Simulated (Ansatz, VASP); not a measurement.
## Two plane-wave programs on Sb

```
Sb
1.0
     2.16847    1.25196    3.78289
    -2.16847    1.25196    3.78289
     0.00000   -2.50393    3.78289
Sb
2
Cartesian
  0.0000 0.0000 8.6989
  0.0000 0.0000 2.6498
```

Change from the starting cell: volume scaled by 1.02.

Alike in both runs: task single point; functional PBEsol; k mesh 8 × 8 × 8; occupations fermi-dirac, width 0.05 eV; no spin polarisation.

```csv
,VASP,Ansatz
version,VASP 6.6.1,Ansatz 0.2.0
potentials or method,"VASP PAW PBE potentials, release 64 (Sb)",Ansatz PAW
plane-wave cutoff (eV),520,420
valence electrons in the cell,10,30
```

|  | VASP | Ansatz | Ansatz less VASP |
| --- | --- | --- | --- |
| gap on the k mesh at the Fermi level (eV) | none | none | - |
| pressure (GPa) | -0.9 | -1.1 | -0.16 |
| largest component of the traceless stress (GPa) | 0.26 | 0.21 | -0.054 |
| rms of the force components (eV/Å) | 0.030 | 0.002 | -0.0282 |

Atom by atom the forces differ by 0.028 eV/Å (rms over components). A gap of «none» marks a metal or a gap that the smearing closes. The two sets of potentials don't hold the same shells in valence.

Caveats: the PAW data sets were made with another functional, which shifts forces and pressure a little (VASP); the PAW data sets come from PBE, with cores solved anew for the run's functional, which leaves a small shift of forces and pressure (Ansatz). The runs have no spin-orbit coupling, so splittings on Sb are missing.
